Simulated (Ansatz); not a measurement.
Crystal: Zn.

```
CELL_PARAMETERS angstrom
0.00000 1.96478 1.96478
1.96478 0.00000 1.96478
1.96478 1.96478 0.00000
ATOMIC_POSITIONS crystal
Zn 0.00000 0.00000 0.00000
```

This isn't the form of Zn at room conditions, which is hcp.

| Quantity | Value |
| --- | --- |
| Program | Ansatz 0.2.0 |
| Task | relaxation of cell and atoms |
| Functional | PBEsol |
| Dispersion | D3(BJ) |
| Potentials or basis | Ansatz PAW |
| Cutoff | 420 eV (not typed: the program's choice for these potentials) |
| k mesh | 12 × 12 × 12 |
| Occupations | fermi-dirac, width 0.05 eV |
| Spin | no spin polarisation |

At the start: volume 15.17 Å³/atom.

Problem. How do energy, volume and symmetry change on relaxing?

Solution. It ends after 8 steps and the volume is 13.41 Å³/atom (-11.6 %); space group Fm-3m (No. 225, to 0.05 Å).

Step by step:
```csv
step,energy change (eV),largest force (eV/Å),volume (Å³)
1,0.0000,0.0000,15.17
2,-0.0537,0.0000,13.82
3,-0.0574,0.0000,13.29
4,-0.0577,0.0000,13.43
5,-0.0577,0.0000,13.42
6,-0.0568,0.0000,13.42
7,-0.0568,0.0000,13.41
8,-0.0568,0.0000,13.41
```

Final structure:
```cif
data_structure
_symmetry_space_group_name_H-M 'P 1'
_symmetry_Int_Tables_number 1
_cell_length_a 2.6668
_cell_length_b 2.6668
_cell_length_c 2.6668
_cell_angle_alpha 60.000
_cell_angle_beta 60.000
_cell_angle_gamma 60.000
_cell_volume 13.41
loop_
_atom_site_label
_atom_site_type_symbol
_atom_site_fract_x
_atom_site_fract_y
_atom_site_fract_z
_atom_site_occupancy
Zn1 Zn 0.00000 0.00000 0.00000 1
```

Caveat: the plane-wave basis is chosen anew once the cell has moved, so the energies of steps on either side of that aren't comparable; pairwise dispersion overbinds metals, which lowers pressure and volume; the PAW data sets come from PBE, with cores solved anew for the run's functional, which leaves a small shift of forces and pressure.
